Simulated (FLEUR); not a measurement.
**MnS under changes of volume**

One of the cells (17.667 Å³/atom); the others are scaled copies at fixed shape and fractional positions:

```
CELL_PARAMETERS angstrom
0.00000 2.60450 2.60450
2.60450 0.00000 2.60450
2.60450 2.60450 0.00000
ATOMIC_POSITIONS crystal
Mn 0.00000 0.00000 0.00000
S 0.50000 0.50000 0.50000
```

* Program: FLEUR MaX-R8.1 (later development tree)
* Functional: PBE
* Potentials or basis: all-electron
* Basis: FLAPW
* Kmax: 4.73 1/bohr
* k mesh: 9 × 9 × 9
* Occupations: fermi-dirac, width 0.05 eV
* Spin: collinear spin, ferromagnetic start
* Starting moments: [4.0, 0.0] μB

```csv
volume (Å³/atom),energy over the lowest point (meV/atom),moment (μB per cell)
16.607,0.00,4.54
16.961,?,?
17.314,2.53,4.67
17.667,7.54,4.71
18.021,14.84,4.76
18.374,24.18,4.80
18.727,35.47,4.83
```

Q: What does the run at 16.961 Å³/atom give?

A: Energy over the lowest point 0.06 meV/atom; moment 4.61 μB per cell.

Worked out: A Birch-Murnaghan fit of order 3 (a polynomial in V^(-2/3)) to the other rows has its minimum at 16.79 Å³/atom with B0 = V·E''(V) = 59 GPa (rough, since the energies scatter). It gives -0.05 meV/atom at 16.961 Å³/atom, against the run's 0.06. A parabola through the other rows of the moment, of slope 0.174 μB per Å³/atom there, gives 4.61 μB, against the run's 4.61.

Energies are extrapolated to zero smearing.

Caveats: a cell with one magnetic atom can't hold antiferromagnetic order, which such compounds often take.
